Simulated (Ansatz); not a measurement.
## Calculated 139La nuclear quadrupole resonance for La2O3

Cell: a computed structure from the Materials Project (it need not be an observed phase), taken as it stands.

```
CELL_PARAMETERS angstrom
7.38186 -1.89905 0.00000
7.38186 1.89905 0.00000
-1.65003 0.00000 9.07550
ATOMIC_POSITIONS crystal
La 0.30957 0.30957 0.86166
La 0.63449 0.63449 0.49253
La 0.69043 0.69043 0.13834
La 0.03295 0.03295 0.81201
La 0.36551 0.36551 0.50747
La 0.96705 0.96705 0.18799
O 0.20030 0.20030 0.62730
O 0.12812 0.12812 0.28635
O 0.52584 0.52584 0.65665
O 0.17593 0.17593 0.97485
O 0.82407 0.82407 0.02515
O 0.79970 0.79970 0.37270
O 0.47416 0.47416 0.34335
O 0.87188 0.87188 0.71365
O 0.50000 0.50000 0.00000
```

Atom numbers follow the list; atoms alike are taken as one site, whose name carries the number of the first.

All values are calculated (Ansatz; DFT, PBE, plane waves and PAW (field gradients read without the response of the frozen cores, which leaves them typically 4 to 6 % off), scalar-relativistic, 420 eV cutoff, Γ-centred 6×6×3 k-points, Fermi–Dirac smearing 0.02 eV), not measured.

139La: I = 7/2, Q = 206.0 mb (year-2017 value). Static lattice, zero field.

Sites with a gradient: La1 (atoms 1, 3; 7 O at 2.39–2.87 Å); La2 (atoms 2, 5; 7 O at 2.38–2.85 Å); La4 (atoms 4, 6; 6 O at 2.36–2.67 Å).

(1) The simulated spectrum has lines at 2.87, 2.99, 4.73, 5.24, 5.86, 6.13, 9.67, 11.4, 12.5, 14.9, 19.3, 27.4 MHz. Sort them into the sets that belong together, and say which site each set most likely comes from.

Results:

(1) For I = 7/2 and η = 0 the lines are |C_Q|/14 times 1, 2 and 3; η shifts the lowest up most. At large η the states mix, and weaker lines appear at sums of the main ones; lines under 5 % of the strongest are left out. La1: 5.24, 6.13, 9.67, 11.4 MHz (|C_Q| = 46.2 MHz, η = 0.47). La2: 2.87, 2.99, 4.73, 5.86 MHz (|C_Q| = 22.8 MHz, η = 0.55). La4: 12.5, 14.9, 19.3, 27.4 MHz (|C_Q| = 96.1 MHz, η = 0.75).

The sites follow from the calculation. Like point charges on the first shell alone (each adding as 1/d³) would give the same order, so the shape of the shell goes a long way to explain it.

Without spin–orbit coupling (the program notes it for La) the gradients are little affected as a rule: paired runs on crystals with a gap mostly move them by under 2 % at such atoms.

Hardware: 1 thread of Intel Xeon Platinum 8488C (Sapphire Rapids) (x86_64; 16 cores open to the job, memory cap 3.0 GiB, no GPU), a shared host with a load of 0.1 a core. Wall time 38 s, CPU time 38 s, peak memory 0.81 GiB.
